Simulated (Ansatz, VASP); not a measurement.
## BaTiO3 in VASP and in Ansatz

```
Ba Ti O
1.0
     2.84024    1.63981    2.33157
    -2.84024    1.63981    2.33157
     0.00000   -3.27962    2.33157
Ba Ti O
1 1 3
Cartesian
  0.0000 0.0000 -0.0222
  0.0000 0.0000 3.3811
  0.0000 1.6085 2.4225
  -1.3930 -0.8043 2.4225
  1.3930 -0.8043 2.4225
```

Alike in both runs: functional r2SCAN; k mesh 6 × 6 × 6; occupations fermi-dirac, width 0.02 eV; no spin polarisation.

Ansatz relaxed the structure, and its values are those at the end. VASP's run is a single point on that final structure, the one shown.

|  | VASP | Ansatz |
| --- | --- | --- |
| version | VASP 6.6.1 | Ansatz 0.2.0 |
| potentials or method | VASP PAW PBE potentials, release 64 (Ba_sv, Ti_sv, O) | PAW plane waves |
| plane-wave cutoff (eV) | 520 | 500 |
| valence electrons in the cell | 40 | 40 |

```csv
,VASP,Ansatz,Ansatz less VASP
gap on the k mesh at the Fermi level (eV),2.84,2.87,+0.025
pressure (GPa),1.9,0.0,-1.87
rms of the force components (eV/Å),0.061,0.000,-0.0609
```

Caveats: the PAW data sets were made with another functional, which shifts forces and pressure a little (VASP); spin-orbit coupling is left out, which moves the levels of the heavy elements. r2SCAN opens gaps a little over a GGA but as a rule still falls short of measured ones. A k mesh can miss the band edges.
